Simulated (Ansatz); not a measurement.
CuO:

```
Cu O
1.0
     0.00000   -2.11656   -2.11656
    -2.11656    0.00000   -2.11656
     2.11656    2.11656   -4.23312
Cu O
2 2
Cartesian
  0.0233 -0.0336 -4.1419
  0.0233 2.0829 -6.2584
  -0.0233 0.0336 -6.4409
  -0.0233 0.0336 -2.2078
```

The cell comes from a database or a generator and needn't be the stable form of this composition.

Base run:

```yaml
Program: Ansatz 0.2.0
Functional: r2SCAN
Potentials_or_basis: Ansatz PAW
Cutoff: 500 eV
Density_cutoff: 2000 eV
k_mesh: 10 × 10 × 6
Occupations: fermi-dirac, width 0.05 eV
Spin: no spin polarisation
```

Its results: band gap on the k mesh none (metal or under the smearing width); pressure -2.0 GPa; largest force 1.214 eV/Å.

Question: The run is repeated on the same cell with these changes: functional from r2SCAN to PBEsol; cutoff from 500 eV to 420 eV; density cutoff from 2000 eV to 1680 eV; hubbard terms from none to Cu d U = 4.5 eV; hubbard projectors from none to ortho-atomic (the default). What comes out?

Answer: Band gap on the k mesh none (metal or under the smearing width); pressure -1.4 GPa; largest force 1.247 eV/Å.

Several settings changed at once, so the effect can't be laid on one alone.

Caveats: the run has no spin polarisation, though such a crystal can be magnetic; the PAW data sets come from PBE, with cores solved anew for the run's functional, which leaves a small shift of forces and pressure; forces of over 1 eV/Å show positions far from the minimum, so gaps and moduli don't describe the material at rest; semilocal functionals often make such compounds metallic where correlation or magnetic order opens a gap, which also shifts bond lengths (some runs); the density of states is complete only up to the lowest level of the last band computed (some runs); U without spin polarisation on a metal has little footing (some runs).

Not every run made on this cell is shown here.
